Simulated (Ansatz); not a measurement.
Consider a crystal of BeS in space group P4_12_12 (No. 92), with Be on 4a; S on 4a. The cell of BeS is invented: 4-connected net, two elements alternating.

Computed with Ansatz, DFT PBE, scalar-relativistic, plane waves, PAW. Cutoff 420 eV, Γ-centred mesh, Gaussian smearing, no spin polarisation.

The zero of energy is the elements' standard structures at the same level; no fitted shifts are applied.

Question: Which cell and coordinates does it relax to?

Answer:

Space group P4_12_12 (No. 92). a = 5.947 Å, b = 5.947 Å, c = 3.293 Å, α = 90.00°, β = 90.00°, γ = 90.00°
| atom | site | symmetry | x | y | z |
| --- | --- | --- | --- | --- | --- |
| Be | 4a | ..2 | 0.6704 | 0.6704 | 0.5000 |
| S | 4a | ..2 | 0.8278 | 0.8278 | 0.0000 |

Be has 4 S at 2.11–2.20 Å; S has 4 Be at 2.11–2.20 Å. Another local minimum with the same sites may exist.

Question: And its energy and gap?

Answer: The energy over the elements is −0.741 eV/atom. The gap on the 6×6×8 mesh of the 8-atom cell is 2.46 eV. Whether it is stable depends on the other phases of the system, which aren't compared here.

The last run used Gaussian smearing of 0.02 eV. Kohn–Sham gaps at this level usually fall short of measured ones. The reference form of S is held partly by dispersion forces, which this level lacks. Symmetry constrained the relaxation, so the result can be a saddle point.
